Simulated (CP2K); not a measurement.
# In (Im-3m) in CP2K: further runs

The runs below take In through single point, equation of state, with LDA.

Everything below comes from runs of CP2K 2026.2. Logs are shortened: lines on timing, memory, paths and dates and some standing lists are left out, and cuts for length are marked.

**1. Starting point**

Symmetry: Im-3m, No. 229, cubic system. Conventional cell: a = 3.765 Å, b = 3.765 Å, c = 3.765 Å, α = 90.00°, β = 90.00°, γ = 90.00°. Around In (site symmetry m-3m) lie 8 In at 3.26 Å.

This isn't the form of In at room conditions, which is tetragonal.

**2. Single point, LDA, 26.69 Å³/atom**

Input file in_eos.inp:

```
&GLOBAL
  PROJECT in_eos
  RUN_TYPE ENERGY_FORCE
  PRINT_LEVEL LOW
&END GLOBAL
&FORCE_EVAL
  METHOD QS
  STRESS_TENSOR ANALYTICAL
  &DFT
    BASIS_SET_FILE_NAME BASIS_MOLOPT_UZH
    POTENTIAL_FILE_NAME GTH_POTENTIALS
    &MGRID
      CUTOFF 450
      REL_CUTOFF 60
      NGRIDS 4
    &END MGRID
    &QS
      METHOD GPW
      EPS_DEFAULT 1.0E-10
    &END QS
    &KPOINTS
      SCHEME MONKHORST-PACK 10 10 10
      GAMMA_CENTERED T
      SYMMETRY T
      SYMMETRY_BACKEND SPGLIB
    &END KPOINTS
    &SCF
      SCF_GUESS ATOMIC
      EPS_SCF 1.0E-6
      MAX_SCF 100
      ADDED_MOS 8
      CHOLESKY OFF
      EPS_EIGVAL 1.0E-7
      &DIAGONALIZATION ON
        ALGORITHM STANDARD
      &END DIAGONALIZATION
      &MIXING ON
        METHOD BROYDEN_MIXING
        ALPHA 0.4
        BETA 1.5
        NBUFFER 8
      &END MIXING
      &SMEAR ON
        METHOD FERMI_DIRAC
        ELECTRONIC_TEMPERATURE 1160.45
      &END SMEAR
    &END SCF
    &XC
      &XC_FUNCTIONAL
        &LDA_X
        &END LDA_X
        &LDA_C_PW
        &END LDA_C_PW
      &END XC_FUNCTIONAL
    &END XC
    &PRINT
      &KPOINTS ON
      &END KPOINTS
      &MULLIKEN ON
      &END MULLIKEN
      &MO ON
        ENERGIES T
        OCCUPATION_NUMBERS T
        &EACH
          QS_SCF 0
        &END EACH
        ADD_LAST NUMERIC
      &END MO
    &END PRINT
  &END DFT
  &SUBSYS
    &CELL
      ABC 3.2606293622 3.2606293622 3.2606293622
      ALPHA_BETA_GAMMA 109.4712206344 109.4712206350 109.4712206352
      PERIODIC XYZ
    &END CELL
    &COORD
      SCALED
      In  0.0000000000 0.0000000000 0.0000000000
    &END COORD
    &KIND In
      BASIS_SET TZVP-MOLOPT-PBE-GTH-q13
      POTENTIAL GTH-PADE-q13
    &END KIND
    &PRINT
      &ATOMIC_COORDINATES ON
      &END ATOMIC_COORDINATES
      &CELL ON
      &END CELL
      &SYMMETRY ON
      &END SYMMETRY
    &END PRINT
  &END SUBSYS
  &PRINT
    &FORCES ON
    &END FORCES
    &STRESS_TENSOR ON
    &END STRESS_TENSOR
  &END PRINT
&END FORCE_EVAL
```

Potentials or basis: GTH_POTENTIALS In GTH-PADE-q13; TZVP-MOLOPT-PBE-GTH basis.

Run with:

```sh
OMP_NUM_THREADS=1 cp2k.psmp -i in_eos.inp -o in_eos.out
```

in_eos.out:

```text

 CP2K| version string:                                       CP2K version 2026.2
 CP2K| Input file name                                                in_eos.inp

 GLOBAL| Force Environment number                                              1
 GLOBAL| Basis set file name                                    BASIS_MOLOPT_UZH
 GLOBAL| Potential file name                                      GTH_POTENTIALS
 GLOBAL| MM Potential file name                                     MM_POTENTIAL
 GLOBAL| Coordinate file name                                      __STD_INPUT__
 GLOBAL| Method name                                                        CP2K
 GLOBAL| Project name                                                     in_eos
 GLOBAL| Run type                                                   ENERGY_FORCE
 GLOBAL| FFT library                                                       FFTW3
[... 6 lines left out ...]
 GLOBAL| Total number of message passing processes                             1
 GLOBAL| Number of threads for this process                                    1
 GLOBAL| CPU model name           Intel(R) Xeon(R) Platinum 8259CL CPU @ 2.50GHz

 CELL| Volume [angstrom^3]:                                            26.685934
 CELL| Vector a [angstrom]:       3.261     0.000     0.000   |a| =     3.260629
 CELL| Vector b [angstrom]:      -1.087     3.074     0.000   |b| =     3.260629
 CELL| Vector c [angstrom]:      -1.087    -1.537     2.662   |c| =     3.260629
 CELL| Angle (b,c), alpha [degree]:                                   109.471221
 CELL| Angle (a,c), beta  [degree]:                                   109.471221
 CELL| Angle (a,b), gamma [degree]:                                   109.471221
 CELL| Numerically orthorhombic:                                              NO
 CELL| Periodicity                                                           XYZ

 CELL_REF| Volume [angstrom^3]:                                        26.685934
 CELL_REF| Vector a [angstrom     3.261     0.000     0.000   |a| =     3.260629
 CELL_REF| Vector b [angstrom    -1.087     3.074     0.000   |b| =     3.260629
 CELL_REF| Vector c [angstrom    -1.087    -1.537     2.662   |c| =     3.260629
 CELL_REF| Angle (b,c), alpha [degree]:                               109.471221
 CELL_REF| Angle (a,c), beta  [degree]:                               109.471221
 CELL_REF| Angle (a,b), gamma [degree]:                               109.471221
 CELL_REF| Numerically orthorhombic:                                          NO
 CELL_REF| Periodicity                                                       XYZ
[... 9 lines left out ...]
 TOTAL NUMBERS AND MAXIMUM NUMBERS

  Total number of            - Atomic kinds:                                   1
                             - Atoms:                                          1
                             - Shell sets:                                     1
                             - Shells:                                        10
                             - Primitive Cartesian functions:                  6
                             - Cartesian basis functions:                     40
                             - Spherical basis functions:                     34

  Maximum angular momentum of- Orbital basis functions:                        3
                             - Local part of the GTH pseudopotential:          0
                             - Non-local part of the GTH pseudopotential:      4

 MODULE QUICKSTEP: ATOMIC COORDINATES IN ANGSTROM

   Atom Kind Element         X             Y             Z       Z(eff)     Mass
      1    1 In   49      0.000000      0.000000      0.000000  13.0000 114.8180

 Crystal Symmetry Information
       International Symbol:                                               Im-3m
       Point Group Symbol:                                                  m-3m
       Schoenflies Symbol:                                                  Oh^9
       Number of Symmetry Operations:                                         48

 SCF PARAMETERS         Density guess:                                    ATOMIC
                        --------------------------------------------------------
                        max_scf:                                             100
[... 7 lines left out ...]
                        --------------------------------------------------------
                        level_shift [a.u.]:                             0.000000
                        added MOs                                         8    0
                        --------------------------------------------------------
[... 17 lines left out ...]
 BRILLOUIN| K-Point point group symmetrization                                ON
 BRILLOUIN| Symmetry backend                                             SPGLIB
 BRILLOUIN| Symmetry reduction method                                    SPGLIB
 BRILLOUIN| Wavefunction type                                            COMPLEX
 BRILLOUIN| List of Kpoints [2 Pi/Bohr]                                       47
 BRILLOUIN| Number           Weight            X              Y              Z
 BRILLOUIN|     1           0.00800       -0.40000       -0.40000       -0.40000
 BRILLOUIN|     2           0.02400       -0.40000       -0.40000       -0.30000
 BRILLOUIN|     3           0.02400       -0.40000       -0.40000       -0.20000
 BRILLOUIN|     4           0.01200       -0.40000       -0.40000       -0.10000
 BRILLOUIN|     5           0.02400       -0.40000       -0.40000        0.30000
 BRILLOUIN|     6           0.00600       -0.40000       -0.40000        0.40000
[... 32 lines left out ...]
 BRILLOUIN|    39           0.01200       -0.20000        0.00000        0.00000
 BRILLOUIN|    40           0.02400       -0.20000        0.00000        0.10000
 [... further k-points ...]
 *******************************************************************************

 Extrapolation method: initial_guess

 Number of electrons:                                                         13
 Number of occupied orbitals:                                                  7
 Number of molecular orbitals:                                                15

 Number of orbital functions:                                                 34
 Number of independent orbital functions:                                     34

 SCF WAVEFUNCTION OPTIMIZATION

  Step     Update method      Time    Convergence         Total energy    Change
  ------------------------------------------------------------------------------
     1 NoMix/Diag. 0.40E+00   10.5     0.63030982       -56.4435502662 -5.64E+01
     2 Broy./Diag. 0.40E+00    9.4     0.01854769       -56.6718123324 -2.28E-01
     3 Broy./Diag. 0.40E+00    9.4     0.04466149       -56.4871683429  1.85E-01
     4 Broy./Diag. 0.40E+00    9.5     0.01024523       -56.3756500028  1.12E-01
     5 Broy./Diag. 0.40E+00    9.4     0.00082210       -56.3781703626 -2.52E-03
     6 Broy./Diag. 0.40E+00    9.5     0.00154164       -56.3807577559 -2.59E-03
     7 Broy./Diag. 0.40E+00    9.4     0.00002253       -56.3805021397  2.56E-04
     8 Broy./Diag. 0.40E+00    9.6     0.00005052       -56.3802755769  2.27E-04
     9 Broy./Diag. 0.40E+00    9.6     0.00002475       -56.3802791340 -3.56E-06
    10 Broy./Diag. 0.40E+00    9.5     0.00001336       -56.3802873092 -8.18E-06
    11 Broy./Diag. 0.40E+00    9.5     0.00000007       -56.3802872714  3.78E-08

  *** SCF run converged in    11 steps ***

  Electronic density on regular grids:        -12.9999999976        0.0000000024
  Core density on regular grids:               12.9999999987       -0.0000000013
  Total charge density on r-space grids:        0.0000000011
  Total charge density g-space grids:           0.0000000011

  Overlap energy of the core charge distribution:               0.00000000000002
  Self energy of the core charge distribution:                -89.95098077318002
  Core Hamiltonian energy:                                     27.86782884337468
  Hartree energy:                                              13.00338979568546
  Exchange-correlation energy:                                 -7.29997497593596
  Electronic entropic energy:                                  -0.00055016137191
  Fermi energy:                                                 0.22960207381148

  Total energy:                                               -56.38028727141764
  Total energy (extrapolated to T->0):                        -56.38001219073169

 MO| EIGENVALUES AND OCCUPATION NUMBERS FOR K POINT 1
 MO|
 MO|  Index      Eigenvalue [a.u.]        Eigenvalue [eV]             Occupation
 MO|      1              -0.302023              -8.218460               2.000000
 MO|      2              -0.302023              -8.218459               2.000000
 MO|      3              -0.299366              -8.146155               2.000000
 MO|      4              -0.290431              -7.903031               2.000000
 MO|      5              -0.290431              -7.903030               2.000000
 MO|      6               0.151912               4.133727               2.000000
 MO|      7               0.218085               5.934405               1.916536
 MO|      8               0.218085               5.934406               1.916535
 MO|      9               0.485765              13.218348               0.000000
 MO|     10               0.583585              15.880150               0.000000
 MO|     11               0.583590              15.880304               0.000000
 MO|     12               0.743258              20.225065               0.000000
 MO|     13               1.055504              28.721738               0.000000
[... 263 lines left out ...]
 MO|      4              -0.295178              -8.032214               2.000000
 MO|      5              -0.291147              -7.922518               2.000000
 MO|      6               0.046407               1.262800               2.000000
 MO|      7               0.287569               7.825139               0.000000
 MO|      8               0.324340               8.825748               0.000000
 MO|      9               0.452123              12.302894               0.000000
 MO|     10               0.532598              14.492728               0.000000
 MO|     11               0.740242              20.143014               0.000000
 MO|     12               0.772282              21.014867               0.000000
 MO|     13               0.909641              24.752582               0.000000
 MO|     14               0.947654              25.786964               0.000000
 MO|     15               1.125086              30.615144               0.000000
 MO| Sum:                                                              12.000000
 MO| E(Fermi):            0.229602 a.u.          6.247790 eV

 [... the levels of further k-points ...]

 !-----------------------------------------------------------------------------!
                     Mulliken Population Analysis

 #  Atom  Element  Kind  Atomic population                           Net charge
       1     In       1         13.000000                             -0.000000
 # Total charge                             13.000000                 -0.000000

 !-----------------------------------------------------------------------------!

 ENERGY| Total FORCE_EVAL ( QS ) energy [hartree]            -56.380287282630675

 FORCES| Atomic forces [hartree/bohr]
 FORCES|   Atom     x               y               z               |f|
 FORCES|      1  8.23565539E-15 -9.75289448E-15  1.10505566E-14   1.68837132E-14
 FORCES| Sum     8.23565539E-15 -9.75289448E-15  1.10505566E-14
 FORCES| Total atomic force                                       1.68837132E-14

 STRESS| Analytical stress tensor [bar]
 STRESS|                        x                   y                   z
 STRESS|      x       -2.60967642839E+04  -2.66463760598E-02  -1.61884405133E-02
 STRESS|      y       -2.66463760598E-02  -2.60967253181E+04  -4.69498321373E-02
 STRESS|      z       -1.61884405133E-02  -4.69498321373E-02  -2.60966935285E+04
 STRESS| 1/3 Trace                                            -2.60967277101E+04
 STRESS| Determinant                                          -1.77728944886E+13

 STRESS| Eigenvectors and eigenvalues of the analytical stress tensor [bar]
 STRESS|                        1                   2                   3
 STRESS| Eigenvalues  -2.60967928606E+04  -2.60967304735E+04  -2.60966597963E+04
 STRESS|      x           0.736651866774     -0.675807795014      0.025056962626
 STRESS|      y           0.557107280094      0.585426601969     -0.588988261490
 STRESS|      z           0.383373845801      0.447838718631      0.807753041747
```

It took 2.2 min on 1 thread of Intel Xeon Platinum 8259CL at 2.50GHz (Skylake/Cascade Lake), shared host; peak memory 0.34 GiB.

What came out:

* Free energy: -1534.1856 eV
* Pressure: -2.6 GPa
* Band gap on the k mesh: none (metal or under the smearing width)

Caveat: the basis of atomic orbitals isn't converged, which shifts pressures, moduli and gaps.

**3. Single point, LDA, 26.15 Å³/atom (volume scaled by 0.98)**

Changes to in_eos.inp since step 2:

```diff
@@ -11,2 +11,3 @@
     POTENTIAL_FILE_NAME GTH_POTENTIALS
+    WFN_RESTART_FILE_NAME previous-RESTART.kp
     &MGRID
@@ -27,3 +28,3 @@
     &SCF
-      SCF_GUESS ATOMIC
+      SCF_GUESS RESTART
       EPS_SCF 1.0E-6
@@ -72,4 +73,4 @@
     &CELL
-      ABC 3.2606293622 3.2606293622 3.2606293622
-      ALPHA_BETA_GAMMA 109.4712206344 109.4712206350 109.4712206352
+      ABC 3.2387452843 3.2387452843 3.2387452843
+      ALPHA_BETA_GAMMA 109.4712206333 109.4712206358 109.4712206357
       PERIODIC XYZ
```

Potentials or basis: GTH_POTENTIALS In GTH-PADE-q13; TZVP-MOLOPT-PBE-GTH basis.

Run with:

```sh
OMP_NUM_THREADS=1 cp2k.psmp -i in_eos.inp -o in_eos.out
```

It took 97 s on 1 thread of Intel Xeon Platinum 8259CL at 2.50GHz (Skylake/Cascade Lake), shared host; peak memory 0.34 GiB.

It converged, with:

```
Free energy            : -1534.1931 eV
Pressure               : -1.9 GPa
Band gap on the k mesh : none (metal or under the smearing width)
```

Caveat: the basis of atomic orbitals isn't converged, which shifts pressures, moduli and gaps.

**4. Single point, LDA, 27.22 Å³/atom (volume scaled by 1.02)**

Changes to in_eos.inp since step 3:

```diff
@@ -73,4 +73,4 @@
     &CELL
-      ABC 3.2387452843 3.2387452843 3.2387452843
-      ALPHA_BETA_GAMMA 109.4712206333 109.4712206358 109.4712206357
+      ABC 3.2822235634 3.2822235635 3.2822235635
+      ALPHA_BETA_GAMMA 109.4712206342 109.4712206352 109.4712206354
       PERIODIC XYZ
```

Run with:

```sh
OMP_NUM_THREADS=1 cp2k.psmp -i in_eos.inp -o in_eos.out
```

Run time: 99 s. Hardware: 1 thread of Intel Xeon Platinum 8259CL at 2.50GHz (Skylake/Cascade Lake), shared host; peak memory 0.34 GiB.

Results (log left out):

```
Free energy            : -1534.1759 eV
Pressure               : -3.2 GPa
Band gap on the k mesh : none (metal or under the smearing width)
```

Caveat: the basis of atomic orbitals isn't converged, which shifts pressures, moduli and gaps.

**5. Single point, LDA, 25.62 Å³/atom (volume scaled by 0.96)**

Changes to in_eos.inp since step 4:

```diff
@@ -73,4 +73,4 @@
     &CELL
-      ABC 3.2822235634 3.2822235635 3.2822235635
-      ALPHA_BETA_GAMMA 109.4712206342 109.4712206352 109.4712206354
+      ABC 3.2165614012 3.2165614012 3.2165614012
+      ALPHA_BETA_GAMMA 109.4712206344 109.4712206355 109.4712206359
       PERIODIC XYZ
```

Run with:

```sh
OMP_NUM_THREADS=1 cp2k.psmp -i in_eos.inp -o in_eos.out
```

Wall time 1.9 min (1 thread of Intel Xeon Platinum 8259CL at 2.50GHz (Skylake/Cascade Lake), shared host); peak memory 0.34 GiB.

It converged, with:

```
Free energy            : -1534.1981 eV
Pressure               : -1.1 GPa
Band gap on the k mesh : none (metal or under the smearing width)
```

Caveat: the basis of atomic orbitals isn't converged, which shifts pressures, moduli and gaps.

**6. Single point, LDA, 27.75 Å³/atom (volume scaled by 1.04)**

Changes to in_eos.inp since step 5:

```diff
@@ -73,4 +73,4 @@
     &CELL
-      ABC 3.2165614012 3.2165614012 3.2165614012
-      ALPHA_BETA_GAMMA 109.4712206344 109.4712206355 109.4712206359
+      ABC 3.3035373007 3.3035373007 3.3035373008
+      ALPHA_BETA_GAMMA 109.4712206340 109.4712206354 109.4712206356
       PERIODIC XYZ
```

Potentials or basis: GTH_POTENTIALS In GTH-PADE-q13; TZVP-MOLOPT-PBE-GTH basis.

Run with:

```sh
OMP_NUM_THREADS=1 cp2k.psmp -i in_eos.inp -o in_eos.out
```

Wall time 1.9 min (1 thread of Intel Xeon Platinum 8259CL at 2.50GHz (Skylake/Cascade Lake), shared host); peak memory 0.34 GiB.

Results (log left out):

```
Free energy            : -1534.1641 eV
Pressure               : -3.8 GPa
Band gap on the k mesh : none (metal or under the smearing width)
```

Caveat: the basis of atomic orbitals isn't converged, which shifts pressures, moduli and gaps.

**7. Single point, LDA, 25.08 Å³/atom (volume scaled by 0.94)**

Changes to in_eos.inp since step 6:

```diff
@@ -73,4 +73,4 @@
     &CELL
-      ABC 3.3035373007 3.3035373007 3.3035373008
-      ALPHA_BETA_GAMMA 109.4712206340 109.4712206354 109.4712206356
+      ABC 3.1940672289 3.1940672289 3.1940672289
+      ALPHA_BETA_GAMMA 109.4712206345 109.4712206348 109.4712206347
       PERIODIC XYZ
```

Run with:

```sh
OMP_NUM_THREADS=1 cp2k.psmp -i in_eos.inp -o in_eos.out
```

Wall time 2 min (1 thread of Intel Xeon Platinum 8259CL at 2.50GHz (Skylake/Cascade Lake), shared host); peak memory 0.34 GiB.

Results (log left out):

```
Free energy            : -1534.2000 eV
Pressure               : -0.1 GPa
Band gap on the k mesh : none (metal or under the smearing width)
```

Caveat: the basis of atomic orbitals isn't converged, which shifts pressures, moduli and gaps.

**8. Single point, LDA, 28.29 Å³/atom (volume scaled by 1.06)**

Changes to in_eos.inp since step 7:

```diff
@@ -73,4 +73,4 @@
     &CELL
-      ABC 3.1940672289 3.1940672289 3.1940672289
-      ALPHA_BETA_GAMMA 109.4712206345 109.4712206348 109.4712206347
+      ABC 3.3245795069 3.3245795069 3.3245795069
+      ALPHA_BETA_GAMMA 109.4712206341 109.4712206350 109.4712206354
       PERIODIC XYZ
```

Run with:

```sh
OMP_NUM_THREADS=1 cp2k.psmp -i in_eos.inp -o in_eos.out
```

It took 1.9 min on 1 thread of Intel Xeon Platinum 8259CL at 2.50GHz (Skylake/Cascade Lake), shared host; peak memory 0.34 GiB.

Results (log left out):

```
Free energy            : -1534.1506 eV
Pressure               : -4.3 GPa
Band gap on the k mesh : none (metal or under the smearing width)
```

Caveat: the basis of atomic orbitals isn't converged, which shifts pressures, moduli and gaps.

**9. Equation of state, LDA**

Potentials or basis: GTH_POTENTIALS In GTH-PADE-q13; TZVP-MOLOPT-PBE-GTH basis.

This step only gathers the single runs of the series.

Results:

| Item | Value |
| --- | --- |
| Equilibrium volume | 25.03 Å³/atom (rough: see the caveat) |
| Bulk modulus | 48 GPa (rough) |

Energy against volume, from the lowest point:
```
volume (Å³/atom)  energy (meV/atom)
          25.085               0.00
          25.618               1.97
          26.152               6.89
          26.686              14.40
          27.220              24.18
          27.753              35.96
          28.287              49.48
```

Caveat: the minimum lies outside the volumes run; the basis of atomic orbitals isn't converged, which shifts pressures, moduli and gaps.
